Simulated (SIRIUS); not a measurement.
HfB2 in SIRIUS: the effect of functional

HfB2:

```
CELL_PARAMETERS angstrom
3.14000 0.00000 0.00000
-1.57000 2.71932 0.00000
0.00000 0.00000 3.48000
ATOMIC_POSITIONS crystal
Hf 0.00000 0.00000 0.00000
B 0.66667 0.33333 0.50000
B 0.33333 0.66667 0.50000
```

Alike in all runs:

* Program: SIRIUS 7.10.0
* Task: eos task
* Potentials or basis: PseudoDojo 0.4.1 PBE standard (scalar relativistic)
* Cutoff: 1054 eV
* Density cutoff: 4214 eV
* k mesh: 5 × 5 × 4
* Occupations: fermi-dirac, width 0.05 eV
* Spin: no spin polarisation

```csv
functional,V0 of scaled cells (Å³/atom),B0 (GPa)
LDA,?,?
PBEsol,9.80,262
RPBE,10.08,245
AM05,9.76,264
```

Question: What does the run with functional LDA give?

Answer: V0 of scaled cells 9.69 Å³/atom; B0 269 GPa.

Caveats: all runs use coarse meshes; the cell was scaled at fixed shape and fractional positions, which overstates the stiffness of a crystal with free parameters, most of all of layers and chains; the potentials were made for another functional, which shifts forces and pressure.

Runs at the PBE level aren't shown here.
